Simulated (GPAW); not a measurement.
The system is MgB2.

```
CELL_PARAMETERS angstrom
3.08500 0.00000 0.00000
-1.54250 2.67169 0.00000
0.00000 0.00000 3.52300
ATOMIC_POSITIONS crystal
Mg 0.00000 0.00000 0.00000
B 0.66667 0.33333 0.50000
B 0.33333 0.66667 0.50000
```

- Program: GPAW 26.7.0
- Task: relaxation of cell and atoms
- Functional: PBEsol
- Dispersion: D3(BJ)
- Potentials or basis: PAW data sets generated in the run's folder for this functional
- Cutoff: 800 eV
- Basis: pw
- k mesh: 7 × 7 × 6
- Occupations: fermi-dirac, width 0.05 eV
- Spin: no spin polarisation

At the start: pressure -7.2 GPa; volume 9.68 Å³/atom.

How do energy, volume and symmetry change on relaxing?

Over 7 steps the energy falls by 10.1 meV/atom and the volume is 9.23 Å³/atom (-4.6 %); space group P6/mmm (No. 191, to 0.05 Å).

Step by step:
```
step  energy change (eV)  largest force (eV/Å)  pressure (GPa)  volume (Å³)
   1              0.0000                0.0000           -7.22        29.04
   2             -0.0076                0.0000           -6.33        28.86
   3             -0.0299                0.0000            0.15        27.68
   4             -0.0301                0.0000           -0.11        27.72
   5             -0.0302                0.0000           -0.31        27.75
   6             -0.0304                0.0000           -0.36        27.74
   7             -0.0304                0.0000           -0.18        27.69
```

Final structure:
```
Mg B
1.0
     3.03844    0.00000    0.00000
    -1.51922    2.63137    0.00000
     0.00000    0.00000    3.46388
Mg B
1 2
Direct
  0.00000 0.00000 0.00000
  0.66667 0.33333 0.50000
  0.33333 0.66667 0.50000
```

Caveat: later steps reuse the first step's grids; pairwise dispersion overbinds metals, which lowers pressure and volume.
